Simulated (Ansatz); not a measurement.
# LiF: the cost of one run

Program: Ansatz 0.2.0. Level of theory: DFT PBE, scalar-relativistic, plane waves, PAW. These are calculated values, not measurements.

1 further run of the same task is left out (set aside as unsound or not needed).

### 1 The starting structure

It takes space group P3_121 (No. 152, trigonal). Conventional cell: a = 4.895 Å, b = 4.895 Å, c = 2.927 Å, α = 90.00°, β = 90.00°, γ = 120.00°. Li (site symmetry 2) is surrounded by 4 F at 1.89 to 1.93 Å. Around F (site symmetry 2) lie 4 Li at 1.89 to 1.93 Å.

As a file:

```cif
data_structure
_symmetry_space_group_name_H-M 'P3_121'
_symmetry_Int_Tables_number 152
_cell_length_a 4.8954
_cell_length_b 4.8954
_cell_length_c 2.9267
_cell_angle_alpha 90.000
_cell_angle_beta 90.000
_cell_angle_gamma 120.000
_cell_volume 60.74
loop_
_atom_site_label
_atom_site_type_symbol
_atom_site_symmetry_multiplicity
_atom_site_Wyckoff_symbol
_atom_site_fract_x
_atom_site_fract_y
_atom_site_fract_z
_atom_site_occupancy
Li1 Li 3 a 0.62181 0.62181 0.00000 1
F1 F 3 b 0.00000 0.63369 0.16667 1
```

The cell was relaxed beforehand at this level, from a generated guess; it is a trial structure. At a tolerance of 0.02 Å it has space group P3_121 (No. 152); it has 10.12 Å³/atom, an uncorrected energy of -2.90 eV/atom over the elements and, on its mesh, gap 7.57 eV.

### 2 The cell scaled to 0.97 of its volume

Contents of input.yaml:

```yaml
crystal:
  lattice:
    - [4.8459159796, 0.0, 0.0]
    - [-2.4229579898, 4.1966863429, 0.0]
    - [0.0, 0.0, 2.8971301384]
  atoms:
    - { symbol: Li, position: [0.621805441, 0.621805441, 0.0] }
    - { symbol: Li, position: [0.378194559, 0.0, 0.3333333333] }
    - { symbol: Li, position: [0.0, 0.378194559, 0.6666666667] }
    - { symbol: F, position: [0.0, 0.6336921829, 0.1666666667] }
    - { symbol: F, position: [0.3663078171, 0.3663078171, 0.5] }
    - { symbol: F, position: [0.6336921829, 0.0, 0.8333333333] }
basis:
  ecutwfc: 420
kpoints:
  mp_grid: { grid: [6, 6, 8] }
hamiltonian:
  xc: pbe
scf:
  occupations: { method: gaussian, width: 0.02 }
output:
  forces: true
  stress: true
  eigenvalues: true
relax:
  adjacent_minimum: "off"
  f_tol: 0.01
  max_steps: 30
  cell: { stress_tol: 0.1, fix: [volume] }
```

Command:

```sh
$ ansatz run input.yaml --threads 1 --pin off --max-ram 2560MiB --backend cpu --events-out ev --progress --plain --runs-dir out
```

Q: Estimate wall time and peak memory on 1 thread of Arm Neoverse V2, shared host.

About 19 s, with a peak of 0.35 GiB.
